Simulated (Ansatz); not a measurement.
**Au under changes of volume**

One of the cells (17.771 Å³/atom); the others are scaled copies at fixed shape and fractional positions:

```xyz
2
Lattice="2.9000 0.0000 0.0000 -1.4500 2.5115 0.0000 0.0000 0.0000 4.8800" Properties=species:S:1:pos:R:3 pbc="T T T"
Au    1.4500    0.8372    1.2200
Au    0.0000    1.6743    3.6600
```

This isn't the form of Au at room conditions, which is fcc.

```yaml
Program: Ansatz 0.2.0
Functional: LDA
Potentials_or_basis: all-electron LAPW, scalar-relativistic
Cutoff: 245 eV (chosen from the basis error)
Basis_error_allowed: 0.001 eV/atom
k_mesh: 11 × 11 × 6
Occupations: fermi-dirac, width 0.05 eV
Spin: no spin polarisation
```

```tsv
volume (Å³/atom)	energy over the lowest point (meV/atom)	pressure (GPa)
16.705	0.00	-1.3
17.060	7.02	-4.9
17.416	21.48	-8.1
17.771	42.44	-10.8
18.127	?	?
18.482	100.58	-15.2
18.837	136.27	-16.9
```

Q: What does the run at 18.127 Å³/atom give?

A: Energy over the lowest point 69.06 meV/atom; pressure -13.2 GPa.

Worked out: A Birch-Murnaghan fit of order 3 (a polynomial in V^(-2/3)) to the other rows has its minimum at 16.59 Å³/atom, just outside them, with B0 = V·E''(V) = 189 GPa and B' = 5.4 at fixed shape and positions, which overstates the stiffness. It gives 69.10 meV/atom at 18.127 Å³/atom, against the run's 69.06, and -dE/dV = -13.2 GPa, against -13.2.

Energies are extrapolated to zero smearing.
